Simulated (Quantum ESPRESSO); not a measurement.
Crystal: TePb.

```
CELL_PARAMETERS angstrom
0.00000 3.23100 3.23100
3.23100 0.00000 3.23100
3.23100 3.23100 0.00000
ATOMIC_POSITIONS crystal
Pb 0.00000 0.00000 0.00000
Te 0.50000 0.50000 0.50000
```

| Property | Result |
| --- | --- |
| Program | Quantum ESPRESSO 7.5 |
| Task | phonons |
| Functional | PBE |
| Potentials or basis | SPMS 1.0 PBE |
| Cutoff | 952 eV |
| Density cutoff | 3810 eV |
| k mesh | 2 × 2 × 2, shifted |
| Occupations | fermi-dirac, width 0.05 eV |
| Spin | no spin polarisation |
| Mixing beta | 0.5 |
| Most SCF iterations | 120 |
| SCF threshold | 4e-10 Ry |

The first run showed a gap, so the response started from a second, tighter run with fixed occupations.

**Question.** Where do the zone-centre optical modes lie?

**Answer.** T1u at 86 cm⁻¹ (IR). Polar modes are given without the macroscopic field (transverse values).

Optical modes at Γ, degenerate ones joined, polar ones without the macroscopic field:
```csv
cm⁻¹,components,symmetry,active in
86,3,T1u,IR
```

Caveat: the k mesh is coarse (spacing up to 0.84 Å⁻¹), so the values aren't converged.
